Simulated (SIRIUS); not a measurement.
## Fe under changes of volume

One of the cells (12.019 Å³/atom); the others are scaled copies at fixed shape and fractional positions:

```
Fe
1.0
    -1.44300    1.44300    1.44300
     1.44300   -1.44300    1.44300
     1.44300    1.44300   -1.44300
Fe
1
Direct
  0.00000 0.00000 0.00000
```

| Item | Value |
| --- | --- |
| Program | SIRIUS 7.12.0 |
| Functional | LDA |
| Potentials or basis | all-electron FP-LAPW |
| Cutoff | 205 eV |
| Basis | apw+lo standard |
| k mesh | 13 × 13 × 13 |
| Occupations | fermi-dirac, width 0.05 eV |
| Spin | collinear spin, ferromagnetic start |
| Starting moments | [3.0] μB |

```tsv
volume (Å³/atom)	energy over the lowest point (meV/atom)	moment (μB per cell)
11.298	0.00	2.09
11.538	29.97	2.12
11.778	64.54	2.15
12.019	?	?
12.259	144.78	2.25
12.499	188.02	2.32
12.740	232.95	2.39
```

What does the run at 12.019 Å³/atom give?

Energy over the lowest point 103.25 meV/atom; moment 2.19 μB per cell.

Worked out: A Birch-Murnaghan fit of order 3 (a polynomial in V^(-2/3)) to the other rows has no minimum within the range. It gives 103.34 meV/atom at 12.019 Å³/atom, against the run's 103.25. A parabola through the other rows of the moment, of slope 0.208 μB per Å³/atom there, gives 2.20 μB, against the run's 2.19.

Energies are extrapolated to zero smearing.
